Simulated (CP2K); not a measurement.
Runs of CP2K 2026.2 on Bi. It takes space group Im-3m (No. 229, cubic). Conventional cell: a = 3.963 Å, b = 3.963 Å, c = 3.963 Å, α = 90.00°, β = 90.00°, γ = 90.00°. Bi (site symmetry m-3m) is surrounded by 8 Bi at 3.43 Å. This isn't the form of Bi at room conditions, which is rhombohedral.

| task | level | potentials or basis | smearing | EPS_DEFAULT | basis sets | potentials | points a segment of the path (NPOINTS) | bands added on the path | gap on the mesh (eV) | pressure (GPa) |
| --- | --- | --- | --- | --- | --- | --- | --- | --- | --- | --- |
| band structure | PBEsol | POTENTIAL_UZH Bi GTH-PBE-q5; TZVP-MOLOPT-PBE-GTH basis | fermi-dirac 0.01 eV | 1.0E-10 | Bi TZVP-MOLOPT-PBE-GTH-q5 | Bi GTH-PBE-q5 of POTENTIAL_UZH | 6 | 2 | none | 0.5 |
| band structure | r2SCAN | POTENTIAL_UZH Bi GTH-SCAN-q5; TZVP-MOLOPT-SCAN-GTH basis | fermi-dirac 0.1 eV | 1.0E-9 | Bi TZVP-MOLOPT-SCAN-GTH-q5 | Bi GTH-SCAN-q5 of POTENTIAL_UZH | 6 | 6 | none | (a) |
| band structure | TB-mBJ | POTENTIAL_UZH Bi GTH-PBE-q5; TZVP-MOLOPT-PBE-GTH basis | fermi-dirac 0.05 eV | 1.0E-9 | Bi TZVP-MOLOPT-PBE-GTH-q5 | Bi GTH-PBE-q5 of POTENTIAL_UZH | 6 | 6 | none | - |
| band structure | LDA | GTH_POTENTIALS Bi GTH-PADE-q5; TZVP-MOLOPT-PBE-GTH basis | fermi-dirac 0.1 eV | 1.0E-10 | Bi TZVP-MOLOPT-PBE-GTH-q5 | Bi GTH-PADE-q5 of GTH_POTENTIALS | 8 | 4 | none | -3.0 |

Alike in all rows: no spin polarisation; cell as given; k mesh 9 × 9 × 9.

Task: Fill in the values left out.

Result: (a) -1.5.

Caveats: spin-orbit coupling is left out, which moves the levels of the heavy elements; the basis of atomic orbitals isn't converged, which shifts pressures, moduli and gaps; the potentials were made for another functional, which shifts forces and pressure (some runs); this is a model potential without an energy functional, so only levels have meaning (some runs).

A k mesh can miss the band edges, and the runs leave out spin-orbit coupling on Bi.

A gap of «none» marks a metal or a gap under the smearing width.

Runs at the PBE level aren't shown here.
